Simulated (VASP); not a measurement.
## NaCl: band structure with LDA

NaCl:

```xyz
2
Lattice="0.0000 2.7941 2.7941 2.7941 0.0000 2.7941 2.7941 2.7941 0.0000" Properties=species:S:1:pos:R:3 pbc="T T T"
Cl    2.7941    2.7941    2.7941
Na    0.0000    0.0000    0.0000
```

The cell is a database's computed one.

- Program: VASP 6.6.1
- Task: band structure
- Functional: LDA
- Potentials or basis: VASP PAW LDA potentials, release 64 (Cl, Na_pv)
- Cutoff: 520 eV
- k mesh: 8 × 8 × 8
- Occupations: gaussian, width 0.02 eV
- Spin: no spin polarisation
- Ladder: free
- Further INCAR settings: ALGO = Normal; EDIFF = 1e-06; NBANDS = 14

* Band gap on the k mesh: 4.80 eV, direct
* Band gap along the path: 4.80 eV, direct

Levels at the corners of the path, in eV from the valence-band top:
```tsv
point	band 4	band 5	band 6	band 7	band 8	band 9	band 10	band 11
Γ	-12.65	0.00	0.00	0.00	4.80	10.87	10.87	10.87
X	-12.21	-1.82	-0.65	-0.65	7.25	7.71	11.13	14.57
X	-12.21	-1.82	-0.65	-0.65	7.25	7.71	11.13	14.57
W	-12.19	-1.30	-1.30	-0.83	8.61	9.45	9.45	11.13
W	-12.19	-1.30	-1.30	-0.83	8.61	9.45	9.45	11.13
K	-12.20	-1.54	-1.23	-0.54	7.94	8.79	10.35	12.61
K	-12.20	-1.54	-1.23	-0.54	7.94	8.79	10.35	12.61
Γ	-12.65	0.00	0.00	0.00	4.80	10.87	10.87	10.87
Γ	-12.65	0.00	0.00	0.00	4.80	10.87	10.87	10.87
L	-12.26	-2.11	-0.29	-0.29	6.94	10.49	10.74	10.74
L	-12.26	-2.11	-0.29	-0.29	6.94	10.49	10.74	10.74
U	-12.20	-1.54	-1.23	-0.54	7.94	8.79	10.35	12.61
U	-12.20	-1.54	-1.23	-0.54	7.94	8.79	10.35	12.61
W	-12.19	-1.30	-1.30	-0.83	8.61	9.45	9.45	11.13
W	-12.19	-1.30	-1.30	-0.83	8.61	9.45	9.45	11.13
L	-12.26	-2.11	-0.29	-0.29	6.94	10.49	10.74	10.74
L	-12.26	-2.11	-0.29	-0.29	6.94	10.49	10.74	10.74
K	-12.20	-1.54	-1.23	-0.54	7.94	8.79	10.35	12.61
U	-12.20	-1.54	-1.23	-0.54	7.94	8.79	10.35	12.61
X	-12.21	-1.82	-0.65	-0.65	7.25	7.71	11.13	14.57
```

Wall time 37 s on 1 thread of Intel(R) Xeon(R) Platinum 8375C CPU @ 2.90GHz (Ice Lake) (shared host), peak memory 0.17 GiB.

Caveat: the log is that of the step along the path at fixed density, whose energy, stress, charges and moments have no meaning. LDA gaps usually lie below the measured ones, often by a third to a half.
